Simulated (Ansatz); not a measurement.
# ZnS (Wurtzite-2H) (P6_3mc) in Ansatz: further runs

One crystal, ZnS (Wurtzite-2H), is run at these levels: HSEsol, PBEsol, PBE; tasks: relaxation of cell and atoms, single point.

All numbers are computed with Ansatz 0.2.0; they aren't measurements. Logs are shortened: lines on timing, memory, paths and dates and some standing lists are left out, and cuts for length are marked.

**The experiment to reproduce.**

A printed reference work, monograph reports, for a bulk crystal of ZnS at 4 K: band gap 3.911 eV (direct).

The results are compared with them further down.

**1. The structure**

The structure is hexagonal, space group P6_3mc (No. 186). Conventional cell: a = 3.811 Å, b = 3.811 Å, c = 6.234 Å, α = 90.00°, β = 90.00°, γ = 120.00°. Zn (site symmetry 3m) is surrounded by 4 S at 2.31 to 2.40 Å. Around S (site symmetry 3m) lie 4 Zn at 2.31 to 2.40 Å.

**2. Relaxation of cell and atoms, HSEsol**

Contents of input.yaml:

```yaml
crystal:
  lattice:
    - [3.811, 0.0, 0.0]
    - [-1.9055, 3.3004228138, 0.0]
    - [0.0, 0.0, 6.234]
  atoms:
    - { symbol: Zn, position: [0.6666666667, 0.3333333333, 0.5] }
    - { symbol: Zn, position: [0.3333333333, 0.6666666667, 0.0] }
    - { symbol: S, position: [0.6666666667, 0.3333333333, 0.885] }
    - { symbol: S, position: [0.3333333333, 0.6666666667, 0.385] }
hamiltonian:
  xc:
    exchange: hjs_pbesol
    correlation: pbesol
    exx: { coeff: 0.25, omega: 0.207 }
  pseudopotentials: { kind: paw }
kpoints:
  mp_grid: { grid: [4, 4, 3] }
scf:
  occupations: { method: fermi_dirac, width: 0.05 }
output:
  forces: true
  stress: true
relax:
  f_tol: 0.01
  max_steps: 40
  cell: { stress_tol: 0.05 }
```

Potentials or basis: Ansatz PAW.

On the command line:

```sh
$ ansatz run input.yaml --threads 2 --pin off --max-ram 5632MiB --backend cpu --events-out ev --progress --plain --runs-dir out
```

Standard output:

```text
Warning: RAYON_NUM_THREADS=2 ignored (pool sized by the plan → 2); use --threads N
Engine: ansatz 0.2.0, x86_64-unknown-linux-gnu
Pseudopotentials: kind: paw
Pseudopotential: Zn, paw, valence charge 12, recommended cutoff 420 eV (normal), Zn.paw.azcp
Pseudopotential: S, paw, valence charge 6, recommended cutoff 420 eV (normal), S.paw.azcp
Functional definition: unnamed
  parameter a_1 = 0.25
  parameter omega_1 = 0.207/angstrom
  exchange = pbe_x(mu = 0.12345679012345678) + (-a_1)*hjs_pbesol_x_sr(omega_1) + a_1*exact_x_sr(omega_1)
  correlation = pbe_c(beta = 0.046)
Crystal: 4 atoms, lattice volume = 78.411 Å³
Basis set: ecut = 420 eV, 1521 PW (Γ), exchange–correlation on 54×54×90 points (8 copies of the dense FFT grid, shifted against one another)
Bands: 22, of which v1, the nominal top of the filled ones, is band 18 counted from 1 (17 counted from 0)
Symmetry: 12 space group operations
Space group: P63mc (ITA 186), of the structure as read, at distance tolerance 4.3e-5 Å
k-points: 8 of 48 (time reversal used)
Non-local potential: Zn, projectors of the file, l = 0: 2, l = 1: 2, l = 2: 3, l = 3: 1
Non-local potential: S, projectors of the file, l = 0: 2, l = 1: 2, l = 2: 2
PAW form: soft (Blöchl's): semilocal exchange-correlation on the pseudo side does not see the compensation charge
PAW frozen core: Zn, regenerated for the run's functional, and the local potential with it (the file was generated under x = pbe(κ = 0.804, μ = 0.2195149727645171), c = pbe(β = 0.06672455060314922))
PAW frozen core: S, regenerated for the run's functional, and the local potential with it (the file was generated under x = pbe(κ = 0.804, μ = 0.2195149727645171), c = pbe(β = 0.06672455060314922))
PAW one-centre angular grid: Zn, 590 points (default); XC on 64 Gauss nodes
PAW one-centre angular grid: S, 110 points (default); XC on 64 Gauss nodes
Initial density: superposition of atomic densities (neutral atoms: chi_scale 0, normalization atom), corrected by the library's trained network
Initial wavefunctions: pseudopotential atomic-orbital guess
Functional: x = pbesol(κ = 0.804, μ = 0.12345679012345678), c = pbesol(β = 0.046), warm-up for x = hjs_pbesol + 0.25 (exact − hjs_pbesol) at short range (ω = 0.207 Å⁻¹), c = pbesol(β = 0.046)
SCF iter   1: F=—  HF=-8334.791688 eV  |F-HF|=—  |Δ(HF+E_count)|=         —  Δρ=4.66e-3  dr2=2.21e-2  ethr=1.77e-3  ⟨swp⟩=12.9  Hψ=916  notcnv=1
preconditioner: auto → none  [insulator: Δε(μ)=2.060 eV  Ē_g=10.594 eV  σ=0.050 eV  W_gap=1.00  n_scr=22 (ndim 8)  ℏωp=25.2 eV  f_vac=0.040  D(μ)=0.00/eV (n_scr^D=0)]
iter 2 solved again at ethr=6.95e-7 eV; its pass at ethr=6.15e-5 eV (dr2=2.50e-4 eV) is discarded
SCF iter   2: F=—  HF=-8334.785145 eV  |F-HF|=—  |Δ(HF+E_count)|=   6.54e-3  Δρ=7.02e-4  dr2=2.20e-4  ethr=6.95e-7  ⟨swp⟩=4.8  Hψ=991  notcnv=0  defer=2
eigensolver tolerance schedule: the retry pair's looser diagonalisation over-reported the residual by 0.14 of it (diagonalisation noise at 0.14 of the residual, at the tolerance the schedule requests for it); recorded, not acted on — ethr = c·dr2/N_el stays at c = 1.0e-1
SCF iter   3: F=—  HF=-8334.785242 eV  |F-HF|=—  |Δ(HF+E_count)|=   9.73e-5  Δρ=3.57e-4  dr2=5.61e-5  ethr=6.11e-7  ⟨swp⟩=2.1  Hψ=323  notcnv=0  defer=1
[... 234 lines left out ...]
basis re-selected at this cell: Δ(F+E_penalty+E_count) = +6.135e-4 eV, ΔP = -0.000 GPa vs the last step (what re-selecting the basis moved, of the pressure what is left beyond the Pulay correction that the steps carried, after the strain that the cell walked since its last selection, with what the two solves' SCF thresholds leave and, on support functions, any second-order correction that the steps lacked; it is no measure of the basis error at this ecutwfc). This SCF's stress stands 2.81e-2 GPa from its target on what of the cell is left free (relax.cell.stress_tol is 5.00e-2 GPa) and its largest allowed force component is 3.05e-5 eV/Å (relax.f_tol is 1.00e-2 eV/Å): within both
hybrid SCF converged: 3 outer / 15 inner (+0 warm-up), last move |dexx| = 3.76e-13 eV, tail = 4.06e-12 eV
Stability not checked: this state was not tested for a lower state beside it, because the functional holds exact exchange (a hybrid, or Hartree-Fock), whose exchange loop this test does not read (fock_operator; see scf.lower_state_search)
Free energy (F): -8368.203029 eV
Frozen-core exchange: fock
Harris-Foulkes:  -8368.203029 eV  (|F-HF|=0.00e0)
Internal energy: -8368.203029 eV  (E = F + TS)
E sigma→0 (E₀):  -8368.203029 eV
Fermi energy:    6.950814 eV
--- Per-component energies (eV) ---
  E_band       = -51.493616
  E_kinetic    = 476.681966
  E_local      = -4086.899205  (includes V_loc(G=0)·N_el)
  E_nonlocal   = 1298.203157
  E_hartree    = 1716.679873
  E_xc         = -370.594131
  E_vxc        = -224.808560  (∫ρ·V_xc dr)
  E_exx        = -106.449926  (= α·E_x^exact, valence–valence)
  E_paw        = -4778.456471  (= ΣΔE_a)
  E_vpaw       = -735.130090  (= ΣTr[D̂ρ^β])
  E_aug_tail   = -0.000739  (compensation charges beyond the density's cutoff)
  E_ewald      = -2519.607119
  E_core_change = 2.239565  (= ΣΔE_core)
  E_smearing   = -0.000000  (= −TS)
  E_closure    = 0.000001  (closes the sum)
  Σ components = -8368.203029   (vs F -8368.203029, Δ=0.00e0)
--- Forces (eV/Å), atoms counted from 1 ---
  atom   1  Zn     0.00000000     0.00000000     0.00003056
  atom   2  Zn     0.00000000    -0.00000000     0.00003056
  atom   3  S     -0.00000000     0.00000000    -0.00003044
  atom   4  S      0.00000000    -0.00000000    -0.00003044
  max |Σ_I F_I| component: 2.35e-7 eV/Å
--- Stress (GPa, compression-positive) ---
        0.012646       0.000000      -0.000000
        0.000000       0.012646       0.000000
       -0.000000       0.000000      -0.028104
  P = ⅓ Tr σ = -0.0009 GPa (-0.009 kbar)
--- Band table (eV; the first three rows and the last of 8) ---
  k-point 0: bands = ["-9.2475", "-8.1981", "-2.7806", "-2.7665", "-2.7665", "-2.6868", "-2.6868", "-2.3643", "-2.3643", "-2.2922", "-2.2922", "-2.0796", "-0.5675", "4.2500", "4.2500", "5.1812", "5.2428", "5.2428", "8.6170", "9.4737"]
  k-point 1: bands = ["-9.0155", "-8.4946", "-2.7551", "-2.7517", "-2.7517", "-2.7120", "-2.7120", "-2.5278", "-2.3422", "-2.3422", "-2.3061", "-2.3061", "0.8608", "3.3931", "4.4814", "4.4814", "4.9763", "4.9763", "9.7629", "9.8501"]
  k-point 2: bands = ["-8.8169", "-7.9895", "-2.7360", "-2.7048", "-2.7003", "-2.6027", "-2.5888", "-2.4071", "-2.3589", "-2.3551", "-2.2771", "-1.9705", "-0.0090", "1.9450", "2.8379", "3.4430", "4.5608", "4.7512", "10.3502", "10.4956"]
  k-point 7: bands = ["-8.1378", "-7.9429", "-2.6704", "-2.6485", "-2.5836", "-2.5462", "-2.4645", "-2.4490", "-2.3384", "-2.3256", "-2.1531", "-1.9825", "0.1280", "0.5795", "2.0593", "2.8184", "3.0572", "3.9350", "10.8453", "11.2290"]
  guard bands above this table: 2 of the run's 22 bands. The solve was not asked for them (output.publish_guard_bands: true or output.eigenvalues: true publishes all)
--- Relaxed structure (4 steps of the walk, 4 accepted, 1 SCFs on fresh bases) ---
  F+E_penalty+E_count = -8368.20302889 eV   max|allowed force component| = 3.050e-5 eV/Å   (the final SCF, on the basis selected at the relaxed cell)
  cell:  # Å, volume = 77.4255 Å³
    - [3.795788051141584, 0.0, -2.8580494693548723e-35]
    - [-1.897894025570792, 3.2872488796700376, 6.379311626145344e-35]
    - [-4.675171973765152e-35, 9.350343947530304e-35, 6.205107094958682]
  atoms:
    - { symbol: Zn, position: [0.6666666666666666, 0.3333333333333333, 0.5050950129783743] }
    - { symbol: Zn, position: [0.3333333333333333, 0.6666666666666666, 0.0050950129783743255] }
    - { symbol: S, position: [0.6666666666666666, 0.3333333333333333, 0.8799049870216256] }
    - { symbol: S, position: [0.3333333333333333, 0.6666666666666666, 0.3799049870216257] }
```

It took 2.1 min on 2 threads of AMD EPYC 7R43 (Zen 3), shared host; peak memory 0.93 GiB.

Results:

```
Free energy                            : -8368.2030 eV
Relaxed volume                         : 19.36 Å³/atom
Relaxed cell                           : a = 3.796 Å, b = 3.796 Å, c = 6.205 Å, α = 90.00°, β = 90.00°, γ = 120.00°
Space group after relaxing (to 0.05 Å) : P6_3mc (No. 186)
Energy gained by relaxing              : 6.3 meV/atom
Ionic steps                            : 5
Pressure after relaxing                : 0.0 GPa
Band gap on the k mesh                 : 3.37 eV, direct
```

Step by step:
```
step  energy change (eV)  largest force (eV/Å)  volume (Å³)
   1              0.0000                0.3271        78.41
   2             -0.0147                0.2363        77.80
   3             -0.0245                0.0882        77.54
   4             -0.0258                0.0000        77.43
   5             -0.0252                0.0000        77.43
```

Final structure:
```xyz
4
Lattice="3.7958 0.0000 0.0000 -1.8979 3.2872 0.0000 0.0000 0.0000 6.2051" Properties=species:S:1:pos:R:3 pbc="T T T"
Zn    1.8979    1.0957    3.1342
Zn    0.0000    2.1915    0.0316
S     1.8979    1.0957    5.4599
S     0.0000    2.1915    2.3574
```

Caveat: the k mesh is coarse (spacing up to 0.48 Å⁻¹), so the values aren't converged, least of all with exact exchange; odd divisions of the mesh miss points on the zone boundary, where band edges often lie, so the gap on the mesh can be too wide; the plane-wave basis is chosen anew once the cell has moved, so the energies of steps on either side of that aren't comparable; the PAW data sets come from PBE, with cores solved anew for the run's functional, which leaves a small shift of forces and pressure.

**3. Relaxation of cell and atoms, PBEsol**

input.yaml: that of step 2 with these lines changed.

```diff
@@ -11,9 +11,6 @@
 hamiltonian:
-  xc:
-    exchange: hjs_pbesol
-    correlation: pbesol
-    exx: { coeff: 0.25, omega: 0.207 }
+  xc: pbesol
   pseudopotentials: { kind: paw }
 kpoints:
-  mp_grid: { grid: [4, 4, 3] }
+  mp_grid: { grid: [8, 8, 5] }
 scf:
@@ -23,2 +20,6 @@
   stress: true
+  write_density: true
+  write_potential: true
+  elf: true
+  volumetric_format: npy
 relax:
```

Potentials or basis: Ansatz PAW.

On the command line:

```sh
$ ansatz run input.yaml --threads 2 --pin off --max-ram 5120MiB --backend cpu --events-out ev --progress --plain --runs-dir out
```

Run time: 12 s. Hardware: 2 threads of AMD EPYC 7R43 (Zen 3), shared host; peak memory 0.42 GiB.

It converged, with:

```
Free energy                            : -8334.8704 eV
Relaxed volume                         : 19.22 Å³/atom
Relaxed cell                           : a = 3.782 Å, b = 3.782 Å, c = 6.209 Å, α = 90.00°, β = 90.00°, γ = 120.00°
Space group after relaxing (to 0.05 Å) : P6_3mc (No. 186)
Energy gained by relaxing              : 6.9 meV/atom
Ionic steps                            : 5
Pressure after relaxing                : 0.0 GPa
Band gap on the k mesh                 : 2.15 eV, direct
```

The path:
```csv
step,energy change (eV),largest force (eV/Å),volume (Å³)
1,0.0000,0.3064,78.41
2,-0.0165,0.2266,77.55
3,-0.0272,0.0709,76.80
4,-0.0280,0.0002,76.90
5,-0.0275,0.0002,76.90
```

Final structure:
```
Zn S
1.0
     3.78163    0.00000    0.00000
    -1.89081    3.27499    0.00000
     0.00000    0.00000    6.20889
Zn S
2 2
Direct
  0.66667 0.33333 0.50544
  0.33333 0.66667 0.00544
  0.66667 0.33333 0.87956
  0.33333 0.66667 0.37956
```

Levels at points of the mesh, in eV from the valence-band top:
```tsv
k point	band 15	band 16	band 17	band 18	band 19	band 20	band 21	band 22
(0.00, 0.00, 0.00)	-0.94	-0.09	0.00	0.00	2.15	3.02	6.17	6.17
(0.00, -0.50, 0.00)	-3.43	-2.34	-1.79	-0.93	3.51	4.19	4.95	6.76
```

Caveat: odd divisions of the mesh miss points on the zone boundary, where band edges often lie, so the gap on the mesh can be too wide; the plane-wave basis is chosen anew once the cell has moved, so the energies of steps on either side of that aren't comparable; the PAW data sets come from PBE, with cores solved anew for the run's functional, which leaves a small shift of forces and pressure.

**4. Single point, PBE**

input.yaml: that of step 3 with these lines changed.

```diff
@@ -11,3 +11,3 @@
 hamiltonian:
-  xc: pbesol
+  xc: pbe
   pseudopotentials: { kind: paw }
@@ -17,2 +17,4 @@
   occupations: { method: fermi_dirac, width: 0.05 }
+basis:
+  ecutwfc: "500 eV"
 output:
@@ -20,9 +22,2 @@
   stress: true
-  write_density: true
-  write_potential: true
-  elf: true
-  volumetric_format: npy
-relax:
-  f_tol: 0.01
-  max_steps: 40
-  cell: { stress_tol: 0.05 }
+  eigenvalues: true
```

Potentials or basis: Ansatz PAW.

On the command line:

```sh
$ ansatz run input.yaml --threads 2 --pin off --max-ram 5120MiB --backend cpu --events-out ev --progress --plain --runs-dir out
```

Standard output:

```text
Warning: RAYON_NUM_THREADS=2 ignored (pool sized by the plan → 2); use --threads N
[... 4 set-up lines as earlier in the session ...]
Functional definition: PBE
  parameter kappa = 0.804
  parameter beta = 0.06672455060314922
  exchange = pbe_x(kappa = kappa, mu = beta*pi^2/3)
  correlation = pbe_c(beta = beta)
Crystal: 4 atoms, lattice volume = 78.411 Å³
Basis set: ecut = 500 eV, 1973 PW (Γ), exchange–correlation on 60×60×96 points (8 copies of the dense FFT grid, shifted against one another)
Bands: 22, of which v1, the nominal top of the filled ones, is band 18 counted from 1 (17 counted from 0)
[... 2 set-up lines as earlier in the session ...]
k-points: 30 of 320 (time reversal used)
[... 7 set-up lines as earlier in the session ...]
Functional: x = pbe(κ = 0.804, μ = 0.2195149727645171), c = pbe(β = 0.06672455060314922)
SCF iter   1: F=—  HF=-8445.425507 eV  |F-HF|=—  |Δ(HF+E_count)|=         —  Δρ=5.22e-4  dr2=1.89e-4  ethr=1.77e-3  ⟨swp⟩=5.9  Hψ=3215  notcnv=0
preconditioner: auto → Resta (q_TF=auto, 2.396 Å⁻¹)  ε∞=6.6  [insulator: Δε(μ)=2.242 eV  Ē_g=10.665 eV  σ=0.050 eV  W_gap=1.00  n_scr=22 (ndim 8)  ℏωp=25.2 eV  f_vac=0.039  D(μ)=0.00/eV (n_scr^D=0)  ε∞_Penn≈6.6]
SCF iter   2: F=—  HF=-8445.425873 eV  |F-HF|=—  |Δ(HF+E_count)|=   3.66e-4  Δρ=3.95e-4  dr2=1.42e-4  ethr=5.26e-7  ⟨swp⟩=2.6  Hψ=1612  notcnv=0
SCF iter   3: F=—  HF=-8445.425936 eV  |F-HF|=—  |Δ(HF+E_count)|=   6.31e-5  Δρ=1.49e-4  dr2=9.31e-6  ethr=3.94e-7  ⟨swp⟩=2.0  Hψ=1116  notcnv=0
SCF iter   4: F=—  HF=-8445.425960 eV  |F-HF|=—  |Δ(HF+E_count)|=   2.39e-5  Δρ=7.25e-5  dr2=2.97e-6  ethr=2.59e-8  ⟨swp⟩=2.0  Hψ=1191  notcnv=0
SCF iter   5: F=—  HF=-8445.425960 eV  |F-HF|=—  |Δ(HF+E_count)|=   4.01e-7  Δρ=3.11e-5  dr2=6.96e-7  ethr=8.25e-9  ⟨swp⟩=2.0  Hψ=1133  notcnv=0
SCF iter   6: F=—  HF=-8445.425960 eV  |F-HF|=—  |Δ(HF+E_count)|=   6.39e-7  Δρ=1.28e-5  dr2=1.29e-7  ethr=1.93e-9  ⟨swp⟩=2.8  Hψ=1241  notcnv=0
SCF iter   7: F=-8445.425960 eV  HF=-8445.425960 eV  |F-HF|=4.40e-10  |Δ(HF+E_count)|=   7.61e-8  Δρ=3.53e-6  dr2=1.05e-8  ethr=2.78e-10  ⟨swp⟩=4.0  Hψ=2400  notcnv=0
SCF 1 converged in 7 iterations: F = -8445.425960 eV  dr2 = 1.05e-8
SCF converged after 7 iterations
Free energy (F): -8445.425960 eV
Harris-Foulkes:  -8445.425960 eV  (|F-HF|=4.40e-10)
Internal energy: -8445.425960 eV  (E = F + TS)
E sigma→0 (E₀):  -8445.425960 eV
Fermi energy:    7.023360 eV
--- Per-component energies (eV) ---
  E_band       = 12.219683
  E_kinetic    = 477.086032
  E_local      = -4081.986830  (includes V_loc(G=0)·N_el)
  E_nonlocal   = 1286.253078
  E_hartree    = 1707.992490
  E_xc         = -469.061170
  E_vxc        = -279.451693  (∫ρ·V_xc dr)
  E_paw        = -4857.546021  (= ΣΔE_a)
  E_vpaw       = -805.665987  (= ΣTr[D̂ρ^β])
  E_aug_tail   = -0.000122  (compensation charges beyond the density's cutoff)
  E_ewald      = -2508.163419
  E_smearing   = -0.000000  (= −TS)
  E_closure    = 0.000000  (closes the sum)
  Σ components = -8445.425960   (vs F -8445.425960, Δ=0.00e0)
--- Forces (eV/Å), atoms counted from 1 ---
  atom   1  Zn     0.00000000     0.00000000     0.31955170
  atom   2  Zn    -0.00000000    -0.00000000     0.31955170
  atom   3  S     -0.00000000     0.00000000    -0.31955409
  atom   4  S      0.00000000    -0.00000000    -0.31955409
  max |Σ_I F_I| component: 4.77e-6 eV/Å
--- Stress (GPa, compression-positive) ---
        2.998464       0.000000       0.000000
        0.000000       2.998464       0.000000
        0.000000      -0.000000       0.972809
  P = ⅓ Tr σ = 2.3232 GPa (23.232 kbar)
--- Band table (eV; the first three rows and the last of 30) ---
  k-point 0: bands = ["-7.3310", "-6.4071", "-0.5034", "-0.5034", "-0.4389", "-0.4389", "-0.4301", "-0.0218", "-0.0218", "0.0580", "0.0580", "0.2168", "0.7000", "5.0075", "5.0075", "5.8537", "5.8537", "5.8646", "8.1134", "8.8577", "12.1417", "12.1417"]
  k-point 1: bands = ["-7.2550", "-6.5104", "-0.4996", "-0.4996", "-0.4475", "-0.4475", "-0.4347", "-0.1107", "-0.0123", "-0.0123", "0.0523", "0.0523", "1.3499", "5.0824", "5.0824", "5.0955", "5.7662", "5.7662", "8.7668", "8.9648", "12.1803", "12.1949"]
  k-point 2: bands = ["-7.0457", "-6.7630", "-0.4872", "-0.4872", "-0.4674", "-0.4674", "-0.4275", "-0.3478", "0.0107", "0.0107", "0.0354", "0.0354", "2.4665", "3.7756", "5.2839", "5.2839", "5.5446", "5.5446", "9.2420", "9.3897", "12.2356", "12.3978"]
  k-point 29: bands = ["-6.1726", "-6.1290", "-0.3687", "-0.3172", "-0.3106", "-0.2510", "-0.1347", "-0.1325", "-0.0101", "-0.0071", "0.2908", "0.3363", "1.0555", "1.1843", "2.6977", "3.1764", "4.3830", "4.6163", "10.2934", "10.6115", "11.9013", "12.3161"]
```

Run time: 4.7 s. Hardware: 2 threads of AMD EPYC 7R43 (Zen 3), shared host; peak memory 0.4 GiB.

What came out:

```yaml
Free_energy: -8445.4260 eV
Pressure: 2.3 GPa
Largest_force: 0.320 eV/Å
Band_gap_on_the_k_mesh: 2.25 eV, direct
```

Forces on the atoms (eV/Å):
```
Zn   0.000  0.000  0.320
Zn   0.000  0.000  0.320
S    0.000  0.000 -0.320
S    0.000  0.000 -0.320
```

Caveat: odd divisions of the mesh miss points on the zone boundary, where band edges often lie, so the gap on the mesh can be too wide.

**5. Summary**

| task | level | cell | k mesh | cutoff (eV) | mesh quality | gap on the mesh (eV) | pressure (GPa) | relaxed volume (Å³/atom) |
| --- | --- | --- | --- | --- | --- | --- | --- | --- |
| relaxation of cell and atoms | HSEsol | relaxed | 4 × 4 × 3 | 420 | coarse | 3.37 | 0.0 | 19.36 |
| relaxation of cell and atoms | PBEsol | relaxed | 8 × 8 × 5 | 420 | not flagged | 2.15 | 0.0 | 19.22 |
| single point | PBE | as given | 8 × 8 × 5 | 500 | not flagged | 2.25 | 2.3 | - |

Alike in all rows: potentials or basis Ansatz PAW; no spin polarisation; smearing fermi-dirac 0.05 eV.

Caveats: some runs use coarse meshes; odd divisions of the mesh miss points on the zone boundary, where band edges often lie, so the gap on the mesh can be too wide; the plane-wave basis is chosen anew once the cell has moved, so the energies of steps on either side of that aren't comparable (some runs); the PAW data sets come from PBE, with cores solved anew for the run's functional, which leaves a small shift of forces and pressure (some runs).

Total energies depend on the potentials used, so only differences within one code and one set of settings carry meaning.

**6. Comparison with measurements**

Step 4. Against the measured gap of ZnS, 3.911 eV (direct; 4 K; a printed reference work, monograph), the calculated 2.25 eV is off by -1.66 eV. The value is that of PBE, without temperature or zero-point motion. Semilocal functionals fall short of measured gaps as a rule.
